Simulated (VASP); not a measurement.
# Bi (I4/mmm) in VASP: further runs

Runs on Bi. Level: LDA. Tasks: single point.

Everything below comes from runs of VASP 6.6.1. Logs are shortened: lines on timing, memory, paths and dates and some standing lists are left out, and cuts for length are marked.

## (1) The structure

The structure is tetragonal, space group I4/mmm (No. 139). The conventional cell has a = 8.013 Å, b = 8.013 Å, c = 3.231 Å, α = 90.00°, β = 90.00°, γ = 90.00°. Bi (site symmetry 4/mmm) has 2 Bi at 3.23 Å as nearest neighbours.

This isn't the form of Bi at room conditions, which is rhombohedral.

## (2) Single point, LDA

INCAR

```
SYSTEM = Bi
PREC     = Accurate       ! precision mode
ENCUT    = 520            ! plane-wave cutoff, eV
EDIFF    = 1E-6           ! SCF threshold, eV
ISMEAR   = 0              ! smearing method
SIGMA    = 0.05           ! smearing width, eV
LREAL    = .False.        ! projectors in reciprocal space
LASPH    = .True.         ! aspherical terms in the spheres
NELM     = 100            ! most SCF steps
ALGO     = Fast           ! electronic algorithm
ISIF     = 2              ! what is computed and relaxed
LWAVE    = .False.        ! write WAVECAR
LCHARG   = .False.        ! write CHGCAR
GGA      = CA             ! functional
NBANDS   = 14             ! bands
```

KPOINTS

```
Automatic mesh
0
Gamma
  12 12 12
  0 0 0
```

POSCAR

```
Bi
1.0
   -4.0064439543      4.0064439543      1.6154547187
    4.0064439543     -4.0064439543      1.6154547187
    4.0064439543      4.0064439543     -1.6154547187
Bi
1
Direct
    0.0000000000      0.0000000000      0.0000000000
```

Potentials or basis: VASP PAW LDA potentials, release 64 (Bi_d).

On the command line:

```sh
$ cat potpaw_LDA.64/Bi_d/POTCAR > POTCAR
$ mpirun -np 1 vasp_std > vasp.out
```

OUTCAR:

```text
SYSTEM = Bi
   PREC = Accurate
   ENCUT = 520
   EDIFF = 1E-6
   ISMEAR = 0
   LREAL = .False.
   LASPH = .True.
   NELM = 100
   ISIF = 2
   GGA = CA

 ion  position               nearest neighbor table
   1  0.000  0.000  0.000-

  LATTYP: Found a body centered tetragonal cell.
 ALAT       =     8.0128879086
 C/A-ratio  =     0.4032141064

  Lattice vectors:

 A1 = (  -4.0064439543,   4.0064439543,   1.6154547187)
 A2 = (   4.0064439543,  -4.0064439543,   1.6154547187)
 A3 = (   4.0064439543,   4.0064439543,  -1.6154547187)

Analysis of symmetry for initial positions (statically):
=====================================================================
 Subroutine PRICEL returns:
 Original cell was already a primitive cell.

 Routine SETGRP: Setting up the symmetry group for a
 body centered tetragonal supercell.

 Subroutine GETGRP returns: Found 16 space group operations
 (whereof 16 operations were pure point group operations)
 out of a pool of 16 trial point group operations.

The static configuration has the point symmetry D_4h.

Analysis of symmetry for dynamics (positions and initial velocities):
=====================================================================
 Subroutine PRICEL returns:
 Original cell was already a primitive cell.

 Routine SETGRP: Setting up the symmetry group for a
 body centered tetragonal supercell.

 Subroutine GETGRP returns: Found 16 space group operations
 (whereof 16 operations were pure point group operations)
 out of a pool of 16 trial point group operations.

The dynamic configuration has the point symmetry D_4h.

 Subroutine INISYM returns: Found 16 space group operations
 (whereof 16 operations are pure point group operations),
 and found     1 'primitive' translations

----------------------------------------------------------------------------------------

                                     Primitive cell

  volume of cell :     103.7225

  direct lattice vectors                    reciprocal lattice vectors
    -4.006443954  4.006443954  1.615454719     0.000000000  0.124798950  0.309510378
     4.006443954 -4.006443954  1.615454719     0.124798950  0.000000000  0.309510378
     4.006443954  4.006443954 -1.615454719     0.124798950  0.124798950  0.000000000

  length of vectors
     5.891763765  5.891763765  5.891763765     0.333723616  0.333723616  0.176492368

  position of ions in fractional coordinates (direct lattice)
     0.000000000  0.000000000  0.000000000

  ion indices of the primitive-cell ions
[... 85 lines left out ...]
   NELECT =      15.0000    total number of electrons
   NUPDOWN=      -1.0000    fix difference up-down
   EMIN   =  10.00;   EMAX   =-10.00  energy-range for DOS
   EFERMI =   0.00;   METHOD = LEGACY
   ISMEAR =     0;   SIGMA  =   0.05  broadening in eV -4-tet -1-fermi 0-gaus
   EFERMI_NEDOS =   21; number of points for ismear=-14 and -15
   IALGO  =     68    algorithm
   IMIX   =      4    mixing-type and parameters
     AMIX     =   0.40;   BMIX     =  1.00
     AMIX_MAG =   1.60;   BMIX_MAG =  1.00
  volume/ion in A,a.u.               =     103.72       699.95
  Fermi-wavevector in a.u.,A,eV,Ry     =   0.859306  1.623852 10.046624  0.738406
  Thomas-Fermi vector in A             =   1.976641
   LORBIT       =      0    0 simple, 1 ext, 2 COOP (PROOUT), +10 PAW based schemes
   GGA     = CA    functional components
   LHFCALC =     F    Hartree Fock is set to
   AEXX    =    0.0000 exact exchange contribution
   IVDW    =     0    specifies the selected vdW correction
   LEPSILON=     F    determine dielectric tensor
   LRPA    =     F    only Hartree local field effects (RPA)
 non-spin polarized calculation
 RMM-DIIS sequential band-by-band and
 Gauss-broadening in eV      SIGMA  =   0.05
  energy-cutoff  :      520.00
  volume of cell :      103.72
 maximum number of plane-waves:      2814
 NGX is ok and might be reduce to    48

 number of electron      15.0000003 magnetization

 Free energy of the ion-electron system (eV)
  ---------------------------------------------------
  ext. energy  EPLUGINS =         0.00000000
  ---------------------------------------------------
  free energy    TOTEN  =        -2.79687097 eV

  energy without entropy =       -2.79548374  energy(sigma->0) =       -2.79617736

 E-fermi :  -1.2312     XC(G=0):  -5.4198

 val. band max:       -1.2370484773   @ k =  -0.3333   0.0833   0.0000
 cond. band min:      -1.2205456257   @ k =  -0.4167   0.1667   0.0000
 fundamental gap:      0.0165028516
 Fermi energy:        -1.2312101777

 k-point     1 :       0.0000    0.0000    0.0000
  band No.  band energies     occupation
      1     -24.0069      2.00000
      2     -23.8462      2.00000
      3     -23.8462      2.00000
      4     -23.7824      2.00000
      5     -23.7824      2.00000
      6     -12.2419      2.00000
      7      -1.9734      2.00000
      8      -1.9734      2.00000
      9       1.5623      0.00000
     10       3.5392      0.00000
     11       4.2866      0.00000
     12       6.8139      0.00000
     13       7.2228      0.00000
     14       7.2228      0.00000
[... 377 lines left out ...]
      1     -23.8544      2.00000
      2     -23.8415      2.00000
      3     -23.8412      2.00000
      4     -23.8311      2.00000
      5     -23.8311      2.00000
      6     -11.4774      2.00000
      7      -1.5430      2.00000
      8      -1.2205      0.76293
      9      -0.7425      0.00000
     10       3.4426      0.00000
     11       4.9224      0.00000
     12       5.6811      0.00000
     13       7.3775      0.00000
     14       7.5377      0.00000

 [... further k-points ...]

------------------------ aborting loop because EDIFF is reached ----------------------------------------

  FORCE on cell =-STRESS in cart. coord.  units (eV):
  Direction    XX          YY          ZZ          XY          YZ          ZX
  --------------------------------------------------------------------------------------
  -------------------------------------------------------------------------------------
  Total       -0.2656414     -0.2656414     -5.3534277      0.0000000      0.0000000      0.0000000
  in kB       -4.1033017     -4.1033017    -82.6931628      0.0000000      0.0000000      0.0000000
  external PRESSURE =     -30.2999221 kB  Pullay stress =       0.0000000 kB

 VOLUME and BASIS-vectors are now :
 -----------------------------------------------------------------------------
  energy-cutoff  :      520.00
  volume of cell :      103.72
      direct lattice vectors                 reciprocal lattice vectors
    -4.006443954  4.006443954  1.615454719     0.000000000  0.124798950  0.309510378
     4.006443954 -4.006443954  1.615454719     0.124798950  0.000000000  0.309510378
     4.006443954  4.006443954 -1.615454719     0.124798950  0.124798950  0.000000000

 POSITION                                       TOTAL-FORCE (eV/Angst)
 -----------------------------------------------------------------------------------
      0.00000      0.00000      0.00000         0.000000     -0.000000      0.000000
 -----------------------------------------------------------------------------------
    total drift:                               -0.000000     -0.000000      0.000000

  FREE ENERGIE OF THE ION-ELECTRON SYSTEM (eV)
  ---------------------------------------------------
  free  energy   TOTEN  =        -2.7968709748 eV

  energy  without entropy=       -2.7954837394  energy(sigma->0) =       -2.79617736
```

stdout:

```text
POSCAR found type information on POSCAR Bi
 POSCAR found :  1 types and       1 ions
 scaLAPACK will be used
 LDA part: xc-table for (Slater(with rela. corr.)+CA(PZ))
 , standard interpolation
 POSCAR, INCAR and KPOINTS ok, starting setup
 FFT: planning ... GRIDC
 FFT: planning ... GRID_SOFT
 FFT: planning ... GRID
 WAVECAR not read
 entering main loop
```

Run time: 3.3 min. Hardware: 1 thread of AMD EPYC 9R45 (Zen 5), shared host; peak memory 0.35 GiB.

Results:

```
Free energy            : -2.7969 eV
Pressure               : -3.0 GPa
Band gap on the k mesh : none (metal or under the smearing width)
```

Levels at points of the mesh, in eV from the Fermi level:
```csv
k point,band 4,band 5,band 6,band 7,band 8,band 9,band 10,band 11,band 12,band 13
"(0.00, 0.00, 0.00)",-22.55,-22.55,-11.01,-0.74,-0.74,2.79,4.77,5.52,8.05,8.45
"(0.50, 0.00, 0.00)",-22.61,-22.47,-9.05,-2.87,1.09,1.11,5.40,5.78,7.59,8.69
"(0.50, 0.50, 0.00)",-22.55,-22.55,-10.99,-1.36,-0.68,4.03,5.39,5.49,6.20,8.29
"(0.50, 0.50, 0.50)",-22.55,-22.55,-10.97,-1.25,-1.25,3.90,5.46,7.21,7.21,8.09
```

Caveat: spin-orbit coupling is left out, which moves the levels of the heavy elements.

## (3) Single point, LDA

This run uses another cell than the first one, of the same volume but with other edges.

INCAR

```
PREC = Accurate
ENCUT = 520
EDIFF = 1E-6
ISMEAR = 0
SIGMA = 0.05
LREAL = F
LASPH = T
NELM = 100
ALGO = Fast
ISIF = 2
LWAVE = F
LCHARG = F
GGA = CA
NBANDS = 14
```

KPOINTS

```
regular mesh
0
Gamma
  12 12 12
```

POSCAR

```
Bi
1.0
   -4.1243475838      4.1243475838      1.5244121982
    4.1243475838     -4.1243475838      1.5244121982
    4.1243475838      4.1243475838     -1.5244121982
Bi
1
Direct
    0.0000000000      0.0000000000      0.0000000000
```

Potentials or basis: VASP PAW LDA potentials, release 64 (Bi_d).

On the command line:

```sh
$ cat potpaw_LDA.64/Bi_d/POTCAR > POTCAR
$ mpirun -np 1 vasp_std > vasp.out
```

Wall time 3.2 min (1 thread of AMD EPYC 9R45 (Zen 5), shared host); peak memory 0.36 GiB.

It converged, with:

```yaml
Free_energy: -3.0517 eV
Pressure: -2.1 GPa
Band_gap_on_the_k_mesh: none (metal or under the smearing width)
```

Stress tensor (GPa, compression positive):
```
-0.35  0.00  0.00
 0.00 -0.35  0.00
 0.00  0.00 -5.74
```

Levels at points of the mesh, in eV from the Fermi level:
```csv
k point,band 5,band 6,band 7,band 8,band 9,band 10,band 11,band 12
"(0.00, 0.00, 0.00)",-22.37,-11.25,-0.95,-0.95,2.82,4.71,7.04,7.70
"(0.50, 0.00, 0.00)",-22.24,-8.57,-3.19,1.48,1.50,5.76,6.05,7.87
"(0.50, 0.50, 0.00)",-22.37,-11.23,-1.45,-0.90,3.96,5.25,6.05,7.02
"(0.50, 0.50, 0.50)",-22.37,-11.22,-1.36,-1.36,3.95,6.87,6.87,7.00
```

Caveat: spin-orbit coupling is left out, which moves the levels of the heavy elements.
